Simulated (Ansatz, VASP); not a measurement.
**Two plane-wave programs on TiB2H2**

```
Ti B H
1.0
     4.00447    0.00000    0.00000
    -2.00223    3.46797    0.00000
     0.00000    0.00000    2.83210
Ti B H
1 2 2
Direct
  0.00000 0.00000 0.00000
  0.33333 0.66667 0.00000
  0.66667 0.33333 0.00000
  0.33333 0.66667 0.50000
  0.66667 0.33333 0.50000
```

Alike in both runs: functional PBE; k mesh 6 × 6 × 4; occupations gaussian, width 0.1 eV; no spin polarisation.

Ansatz relaxed the structure, and its values are those at the end. VASP's run is a single point on that final structure, the one shown.

```csv
,VASP,Ansatz
version,VASP 6.6.1,Ansatz 0.2.0
potentials or method,"VASP PAW PBE potentials, release 64 (Ti_sv, B, H)","scalar-relativistic, plane waves, PAW"
plane-wave cutoff (eV),520,420
valence electrons in the cell,20,20
```

VASP gave:

```
gap on the k mesh at the Fermi level (eV) : none
pressure (GPa)                            : -0.1
```

Task: What did Ansatz give for the same quantities?

Result: gap on the k mesh at the Fermi level (eV): none; pressure (GPa): 0.0.

A gap of «none» marks a metal or a gap that the smearing closes. With one functional, cell and mesh, what is left measures potentials, basis and numerics.

Caveats: the k mesh is coarse (spacing up to 0.55 Å⁻¹), so the values aren't converged.
